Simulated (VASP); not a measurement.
# Ge (P6_3/mmc) in VASP: further runs

The runs below take Ge through single point, with r2SCAN.

All numbers are computed with VASP 6.6.1; they aren't measurements. Logs are shortened: lines on timing, memory, paths and dates and some standing lists are left out, and cuts for length are marked.

## (1) The crystal as given

Symmetry: P6_3/mmc, No. 194, hexagonal system. Conventional cell: a = 3.998 Å, b = 3.998 Å, c = 6.599 Å, α = 90.00°, β = 90.00°, γ = 120.00°. Ge (site symmetry 3m) has 4 Ge at 2.45 to 2.47 Å as nearest neighbours.

This isn't the form of Ge at room conditions, which is diamond.

## (2) Single point, r2SCAN

The input, INCAR:

```
SYSTEM = Ge
ADDGRID = .False.
ALGO = Normal
EDIFF = 1E-6
ENCUT = 500
ISIF = 2
ISMEAR = 0
LASPH = .True.
LCHARG = .False.
LMIXTAU = .True.
LREAL = .False.
LWAVE = .False.
METAGGA = R2SCAN
NBANDS = 36
NELM = 100
PREC = Low
SIGMA = 0.05
```

The input, KPOINTS:

```
k-points
0
Gamma
  7 7 4
  0 0 0
```

The input, POSCAR:

```
Ge
1.0
    3.9975858431      0.0000000000      0.0000000000
   -1.9987929216      3.4620108940      0.0000000000
    0.0000000000      0.0000000000      6.5993779500
Ge
4
Direct
    0.3333333333      0.6666666667      0.9370987500
    0.6666666667      0.3333333333      0.4370987500
    0.3333333333      0.6666666667      0.5629012500
    0.6666666667      0.3333333333      0.0629012500
```

Potentials or basis: VASP PAW PBE potentials, release 64 (Ge_d).

On the command line:

```console
$ cat potpaw_PBE.64/Ge_d/POTCAR > POTCAR
$ mpirun -np 1 vasp_std > vasp.out
```

OUTCAR:

```text
SYSTEM = Ge
   EDIFF = 1E-6
   ENCUT = 500
   ISIF = 2
   ISMEAR = 0
   LASPH = .True.
   LREAL = .False.
   METAGGA = R2SCAN
   NELM = 100
   PREC = Low

 Found     24 irreducible k-points:

 Following reciprocal coordinates:
            Coordinates               Weight
  0.000000  0.000000  0.000000      1.000000
  0.142857 -0.000000  0.000000      6.000000
  0.285714 -0.000000  0.000000      6.000000
  0.428571 -0.000000  0.000000      6.000000
  0.142857  0.142857  0.000000      6.000000
  0.285714  0.142857  0.000000     12.000000
   k-points           NKPTS =     24   k-points in BZ     NKDIM =     24   number of bands    NBANDS=     36
   number of dos      NEDOS =    301   number of ions     NIONS =      4
   total plane-waves  NPLWV =  20736
   dimension x,y,z NGX =    24 NGY =   24 NGZ =   36
   dimension x,y,z NGXF=    24 NGYF=   24 NGZF=   40
   ions per type =               4
   NGX,Y,Z   is equivalent  to a cutoff of   9.98,  9.98,  9.07 a.u.
   NGXF,Y,Z  is equivalent  to a cutoff of   9.98,  9.98, 10.08 a.u.
 SYSTEM =  Ge
   PREC   = low       normal or accurate (medium, high low for compatibility)
   ISTART =      0    job   : 0-new  1-cont  2-samecut
   ICHARG =      2    charge: 1-file 2-atom 10-const
   ISPIN  =      1    spin polarized calculation?
   LNONCOLLINEAR =      F non collinear calculations
   LSORBIT =      F    spin-orbit coupling
   LASPH  =      T    aspherical Exc in radial PAW
   ENCUT  =  500.0 eV  36.75 Ry    6.06 a.u.   7.29  7.29 12.03*2*pi/ulx,y,z
   NELM   =    100;   NELMIN=  2; NELMDL= -5     # of ELM steps
   EDIFF  = 0.1E-05   stopping-criterion for ELM
   LREAL  =      F    real-space projection
   EDIFFG = 0.1E-04   stopping-criterion for IOM
   NSW    =      0    number of steps for IOM
   IBRION =     -1    ionic relax: 0-MD 1-quasi-New 2-CG
   NFREE  =      0    steps in history (QN), initial steepest desc. (CG)
   ISIF   =      2    stress and relaxation
   ISYM   =      2    0-nonsym 1-usesym 2-fastsym
   POTIM  = 0.5000    time-step for ionic-motion
   TEBEG  =    0.0;   TEEND  =   0.0 temperature during run
   PSTRESS=    0.0 pullay stress
   NELECT =      56.0000    total number of electrons
   NUPDOWN=      -1.0000    fix difference up-down
   EMIN   =  10.00;   EMAX   =-10.00  energy-range for DOS
   EFERMI =   0.00;   METHOD = LEGACY
   ISMEAR =     0;   SIGMA  =   0.05  broadening in eV -4-tet -1-fermi 0-gaus
   EFERMI_NEDOS =   21; number of points for ismear=-14 and -15
   IALGO  =     38    algorithm
   IMIX   =      4    mixing-type and parameters
     AMIX     =   0.40;   BMIX     =  1.00
     AMIX_MAG =   1.60;   BMIX_MAG =  1.00
  volume/ion in A,a.u.               =      22.83       154.09
  Fermi-wavevector in a.u.,A,eV,Ry     =   1.390789  2.628209 26.317650  1.934293
  Thomas-Fermi vector in A             =   2.514690
   LORBIT       =      0    0 simple, 1 ext, 2 COOP (PROOUT), +10 PAW based schemes
   METAGGA = R2SCAN    functional components
   LHFCALC =     F    Hartree Fock is set to
   AEXX    =    0.0000 exact exchange contribution
   IVDW    =     0    specifies the selected vdW correction
   LEPSILON=     F    determine dielectric tensor
   LRPA    =     F    only Hartree local field effects (RPA)
 non-spin polarized calculation
 Gauss-broadening in eV      SIGMA  =   0.05
  energy-cutoff  :      500.00
  volume of cell :       91.33
 maximum number of plane-waves:      2364
   NGX = 15   NGY = 15   NGZ = 25

 number of electron      55.9992978 magnetization

 Free energy of the ion-electron system (eV)
  ---------------------------------------------------
  ext. energy  EPLUGINS =         0.00000000
  ---------------------------------------------------
  free energy    TOTEN  =       -55.44366743 eV

  energy without entropy =      -55.44340127  energy(sigma->0) =      -55.44353435

 E-fermi :   4.9423     XC(G=0): -10.7650

 val. band max:        4.9032050391   @ k =   0.0000   0.0000   0.0000
 cond. band min:       4.9656025162   @ k =   0.0000   0.0000   0.0000
 fundamental gap:      0.0623974771
 Fermi energy:         4.9422780205

 k-point     1 :       0.0000    0.0000    0.0000
  band No.  band energies     occupation
      1     -20.8015      2.00000
      2     -20.8013      2.00000
      3     -20.7644      2.00000
      4     -20.7618      2.00000
      5     -20.7614      2.00000
      6     -20.7513      2.00000
[... 28 lines left out ...]
     35       9.6043      0.00000
     36      11.4787      0.00000

 k-point     2 :       0.1429   -0.0000    0.0000
  band No.  band energies     occupation
      1     -20.8131      2.00000
      2     -20.8053      2.00000
      3     -20.7751      2.00000
      4     -20.7682      2.00000
      5     -20.7614      2.00000
      6     -20.7376      2.00000
[... 28 lines left out ...]
     35      10.5005      0.00000
     36      11.1992      0.00000

 k-point     3 :       0.2857   -0.0000    0.0000
  band No.  band energies     occupation
      1     -20.8224      2.00000
      2     -20.8099      2.00000
      3     -20.7912      2.00000
      4     -20.7781      2.00000
      5     -20.7547      2.00000
      6     -20.7248      2.00000
[... 28 lines left out ...]
     35      12.1158      0.00000
     36      12.3138      0.00000

 k-point     4 :       0.4286   -0.0000    0.0000
  band No.  band energies     occupation
      1     -20.8196      2.00000
      2     -20.8112      2.00000
      3     -20.8055      2.00000
      4     -20.7832      2.00000
      5     -20.7404      2.00000
      6     -20.7196      2.00000
[... 28 lines left out ...]
     35      12.5658      0.00000
     36      13.7545      0.00000

 k-point     5 :       0.1429    0.1429    0.0000
  band No.  band energies     occupation
      1     -20.8196      2.00000
      2     -20.8136      2.00000
      3     -20.7847      2.00000
      4     -20.7801      2.00000
      5     -20.7525      2.00000
      6     -20.7288      2.00000
[... 28 lines left out ...]
     35      10.8031      0.00000
     36      12.1583      0.00000

 k-point     6 :       0.2857    0.1429    0.0000
  band No.  band energies     occupation
      1     -20.8220      2.00000
      2     -20.8181      2.00000
      3     -20.7996      2.00000
      4     -20.7917      2.00000
      5     -20.7326      2.00000
      6     -20.7096      2.00000
[... 28 lines left out ...]
     35      11.4025      0.00000
     36      12.5081      0.00000

 [... further k-points ...]

------------------------ aborting loop because EDIFF is reached ----------------------------------------

  FORCE on cell =-STRESS in cart. coord.  units (eV):
  Direction    XX          YY          ZZ          XY          YZ          ZX
  --------------------------------------------------------------------------------------
  -------------------------------------------------------------------------------------
  Total       -0.0774200     -0.0774200      0.3704090      0.0000000      0.0000000      0.0000000
  in kB       -1.3581084     -1.3581084      6.4977490      0.0000000      0.0000000      0.0000000
  external PRESSURE =       1.2605107 kB  Pullay stress =       0.0000000 kB

 VOLUME and BASIS-vectors are now :
 -----------------------------------------------------------------------------
  energy-cutoff  :      500.00
  volume of cell :       91.33
      direct lattice vectors                 reciprocal lattice vectors
     3.997585843  0.000000000  0.000000000     0.250150976  0.144424733  0.000000000
    -1.998792922  3.462010894  0.000000000     0.000000000  0.288849467  0.000000000
     0.000000000  0.000000000  6.599377950     0.000000000  0.000000000  0.151529433

 POSITION                                       TOTAL-FORCE (eV/Angst)
 -----------------------------------------------------------------------------------
     -0.00000      2.30801      6.18427        -0.000000     -0.000000      0.019475
      1.99879      1.15400      2.88458        -0.000000      0.000000      0.019475
     -0.00000      2.30801      3.71480         0.000000     -0.000000     -0.019475
      1.99879      1.15400      0.41511        -0.000000      0.000000     -0.019475
 -----------------------------------------------------------------------------------
    total drift:                               -0.000000      0.000000     -0.000000

  FREE ENERGIE OF THE ION-ELECTRON SYSTEM (eV)
  ---------------------------------------------------
  free  energy   TOTEN  =       -55.4436674348 eV

  energy  without entropy=      -55.4434012656  energy(sigma->0) =      -55.44353435
```

Run time: 85 s. Hardware: 1 thread of Intel Xeon 6975P-C (Granite Rapids), shared host; peak memory 0.15 GiB.

The run converged, but some of its settings lie outside the range that counts as converged, so its numbers aren't taken as properties of the crystal.

Results:

* Free energy: -55.4437 eV
* Pressure: 0.1 GPa
* Largest force: 0.019 eV/Å
* Band gap on the k mesh: 0.06 eV, direct

Caveat: the PAW data sets were made with another functional, which shifts forces and pressure a little; an odd mesh through Γ misses points on the zone boundary, where band edges often lie.

## (3) Single point, r2SCAN

INCAR, as its differences from that of step 2:

```diff
@@ -15,3 +15,3 @@
 NELM = 100
-PREC = Low
+PREC = Normal
 SIGMA = 0.05
```

KPOINTS is that of step 2.

POSCAR is that of step 2.

Potentials or basis: VASP PAW PBE potentials, release 64 (Ge_d).

On the command line:

```console
$ cat potpaw_PBE.64/Ge_d/POTCAR > POTCAR
$ mpirun -np 1 vasp_std > vasp.out
```

Run time: 81 s. Hardware: 1 thread of Intel Xeon 6975P-C (Granite Rapids), shared host; peak memory 0.19 GiB.

The run converged, but some of its settings lie outside the range that counts as converged, so its numbers aren't taken as properties of the crystal.

What came out:

```yaml
Free_energy: -55.4018 eV
Pressure: -0.2 GPa
Band_gap_on_the_k_mesh: 0.07 eV, direct
```

Caveat: the PAW data sets were made with another functional, which shifts forces and pressure a little; an odd mesh through Γ misses points on the zone boundary, where band edges often lie.

## (4) Single point, r2SCAN

INCAR, as its differences from that of step 3:

```diff
@@ -10,3 +10,3 @@
 LMIXTAU = .True.
-LREAL = .False.
+LREAL = Auto
 LWAVE = .False.
@@ -15,3 +15,3 @@
 NELM = 100
-PREC = Normal
+PREC = Accurate
 SIGMA = 0.05
```

KPOINTS is that of step 3.

POSCAR is that of step 3.

On the command line:

```console
$ cat potpaw_PBE.64/Ge_d/POTCAR > POTCAR
$ mpirun -np 1 vasp_std > vasp.out
```

It took 3.7 min on 1 thread of Intel Xeon 6975P-C (Granite Rapids), shared host; peak memory 0.22 GiB.

These settings aren't checked as converged: the numbers below hold their error.

Results:

```
Free energy            : -55.4017 eV
Pressure               : -0.2 GPa
Band gap on the k mesh : 0.07 eV, direct
```

Caveat: the PAW data sets were made with another functional, which shifts forces and pressure a little; an odd mesh through Γ misses points on the zone boundary, where band edges often lie.

## (5) Single point, r2SCAN

INCAR, as its differences from that of step 4:

```diff
@@ -3,3 +3,3 @@
 ALGO = Normal
-EDIFF = 1E-6
+EDIFF = 1E-4
 ENCUT = 500
@@ -10,3 +10,3 @@
 LMIXTAU = .True.
-LREAL = Auto
+LREAL = .False.
 LWAVE = .False.
```

KPOINTS is that of step 4.

POSCAR is that of step 4.

On the command line:

```console
$ cat potpaw_PBE.64/Ge_d/POTCAR > POTCAR
$ mpirun -np 1 vasp_std > vasp.out
```

Wall time 2.6 min (1 thread of Intel Xeon 6975P-C (Granite Rapids), shared host); peak memory 0.22 GiB.

The run converged, but some of its settings lie outside the range that counts as converged, so its numbers aren't taken as properties of the crystal.

Results:

```
Free energy            : -55.4003 eV
Pressure               : -0.4 GPa
Band gap on the k mesh : 0.06 eV, direct
```

Caveat: the PAW data sets were made with another functional, which shifts forces and pressure a little; an odd mesh through Γ misses points on the zone boundary, where band edges often lie.
